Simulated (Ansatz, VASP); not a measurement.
**Two plane-wave programs on KI**

```xyz
2
Lattice="4.2912 0.0000 0.0000 0.0000 4.2912 0.0000 0.0000 0.0000 4.2912" Properties=species:S:1:pos:R:3 pbc="T T T"
K     0.0000    0.0000    0.0000
I     2.1456    2.1456    2.1456
```

Measurements of this composition are mostly on another form, of space group No. 225.

Alike in both runs: task single point; functional PBE; k mesh 10 × 10 × 10; occupations gaussian, width 0.05 eV; no spin polarisation.

```csv
,VASP,Ansatz
version,VASP 6.6.1,Ansatz 0.2.0
potentials or method,"VASP PAW PBE potentials, release 64 (K_sv, I)","scalar-relativistic, plane waves, PAW"
plane-wave cutoff (eV),520,420
valence electrons in the cell,16,26
```

|  | VASP | Ansatz | Ansatz less VASP |
| --- | --- | --- | --- |
| gap on the k mesh at the Fermi level (eV) | 3.33 | 3.33 | +0.004 |
| pressure (GPa) | 0.5 | 0.5 | -0.02 |

With one functional, cell and mesh, what is left measures potentials, basis and numerics. The two sets of potentials don't hold the same shells in valence.

Caveats: spin-orbit coupling is left out, which moves the levels of the heavy elements. A k mesh can miss the band edges.
